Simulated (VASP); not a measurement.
# CaO: Born charges and dielectric tensor with LDA

Crystal: CaO.

```
CELL_PARAMETERS angstrom
0.00000 2.35862 2.35862
2.35862 0.00000 2.35862
2.35862 2.35862 0.00000
ATOMIC_POSITIONS crystal
Ca 0.00000 0.00000 0.00000
O 0.50000 0.50000 0.50000
```

```yaml
Program: VASP 6.6.1
Task: Born charges and dielectric tensor
Functional: LDA
Potentials_or_basis: VASP PAW LDA potentials, release 64 (Ca_sv, O)
Cutoff: 600 eV
k_mesh: 8 × 8 × 8
Occupations: gaussian, width 0.02 eV
Spin: no spin polarisation
Further_INCAR_settings: ALGO = Normal; EDIFF = 1e-08; IBRION = 8; NSW = 1
```

| Property | Result |
| --- | --- |
| Band gap on the k mesh | 3.42 eV, indirect (least direct gap 3.78 eV) |
| Electronic dielectric tensor (diagonal) | 3.88 |
| Born charges (mean of the diagonal) | Ca +2.38; O -2.38 e |
| Highest phonon frequency at Γ, LO-TO splitting left out | 295 cm⁻¹ |

Levels at points of the mesh, in eV from the valence-band top:
```csv
k point,band 4,band 5,band 6,band 7,band 8,band 9,band 10,band 11,band 12
"(0.00, 0.00, 0.00)",-17.84,-15.32,0.00,0.00,0.00,5.03,6.24,6.24,6.24
"(0.50, 0.00, 0.00)",-17.91,-13.81,-2.85,-1.35,-1.35,7.22,8.61,8.61,8.74
"(0.50, 0.50, 0.00)",-18.13,-15.07,-1.27,-0.36,-0.36,3.42,8.45,9.20,9.92
```

Phonon frequencies in cm⁻¹ (negative: imaginary):
```
              q point        frequencies
(0.000, 0.000, 0.000)  0 0 0 295 295 295
```

Electronic dielectric tensor:
```
3.88 0.00 0.00
0.00 3.88 0.00
0.00 0.00 3.88
```

Born effective charge tensors (e):
atom 1, Ca
```
2.38 0.00 0.00
0.00 2.38 0.00
0.00 0.00 2.38
```
atom 2, O
```
-2.38  0.00  0.00
 0.00 -2.38  0.00
 0.00  0.00 -2.38
```

Wall time 5.2 min on 1 thread of Intel(R) Xeon(R) Platinum 8375C CPU @ 2.90GHz (Ice Lake) (shared host), peak memory 0.2 GiB.

A k mesh can miss the band edges.
